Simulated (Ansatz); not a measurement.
## Lu: relaxation of cell and atoms

These are results of DFT, PBE, PAW with Ansatz's default frozen-core files, scalar-relativistic (Ansatz 0.2.0), not measurements.

Command: `ansatz run input.yaml --threads 1 --pin off --max-ram 2048MiB --backend cpu --events-out ev --progress --plain --runs-dir out` The run took 17 s on 1 thread of Intel(R) Xeon(R) Platinum 8488C (Sapphire Rapids) (shared host).

```yaml
crystal:
  lattice:
    - [-1.862603912, 1.862603912, 1.862603912]
    - [1.862603912, -1.862603912, 1.862603912]
    - [1.862603912, 1.862603912, -1.862603912]
  atoms:
    - { symbol: Lu, position: [0.0, 0.0, 0.0] }
kpoints:
  mp_grid: { grid: [15, 15, 15] }
scf:
  occupations: { method: fermi_dirac, width: 0.08 }
hamiltonian:
  xc: pbe
  pseudopotentials: { kind: paw }
output:
  forces: true
  stress: true
  write_density: true
  write_potential: true
  elf: true
  volumetric_format: npy
relax:
  f_tol: 0.005
  max_steps: 80
  cell: {}
```

No spin–orbit coupling, which matters for the heavy atoms here.

The cell is built from the bcc type as a first guess.

The cutoff is 420 eV; energies and pressures of the walk include the program's estimate of the Pulay term.

Each frame lists the cell vectors (Å), then Cartesian positions (Å); symmetry keeps all forces zero. Free energies count from the first step, -14732.2285 eV.

The walk took 4 evaluations in all; steps that aren't listed are left out.

Step 1: E = 0.0 meV, P = 7.34 GPa

```
cell -1.8626 1.8626 1.8626 1.8626 -1.8626 1.8626 1.8626 1.8626 -1.8626
Lu    0.0000    0.0000    0.0000
```

How does the relaxation end?

It converges, with a = 3.900 Å, b = 3.900 Å, c = 3.900 Å, α = 90.00°, β = 90.00°, γ = 90.00° (conventional cell, space group Im-3m). The last solve (on a basis chosen afresh for the final cell, so its energy is not quite comparable) gives E = -79.2 meV, P = -0.01 GPa:
```
cell -1.9500 1.9500 1.9500 1.9500 -1.9500 1.9500 1.9500 1.9500 -1.9500
Lu    0.0000    0.0000    0.0000
```
